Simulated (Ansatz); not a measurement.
**Co in Ansatz: the effect of functional**

Co:

```
Co
1.0
     2.43717    0.00000    0.00000
    -1.21859    2.11065    0.00000
     0.00000    0.00000    7.97892
Co
4
Direct
  0.66667 0.33333 0.75000
  0.00000 0.00000 0.50000
  0.33333 0.66667 0.25000
  0.00000 0.00000 0.00000
```

The cell isn't the ideal one: volume scaled by 0.96.

Alike in all runs:

| Item | Value |
| --- | --- |
| Program | Ansatz 0.2.0 |
| Task | single point |
| Potentials or basis | Ansatz PAW |
| k mesh | 12 × 12 × 4 |
| Occupations | fermi-dirac, width 0.05 eV |
| Spin | collinear spin, ferromagnetic start |
| Starting moments | [2.0, 2.0, 2.0, 2.0] μB |

```csv
functional,cutoff,pressure (GPa),moment (μB)
LDA,420 eV (not typed: the program's choice for these potentials),?,?
r2SCAN,500 eV (not typed: the program's choice for these potentials),10.1,7.04
PBE,420 eV (not typed: the program's choice for these potentials),14.7,6.40
```

Problem. What does the run with functional LDA give?

Solution. Pressure -6.0 GPa; moment 6.14 μB.

Caveats: the PAW data sets come from PBE, with cores solved anew for the run's functional, which leaves a small shift of forces and pressure (some runs); the magnetic or orbital state may not be the lowest (some runs).
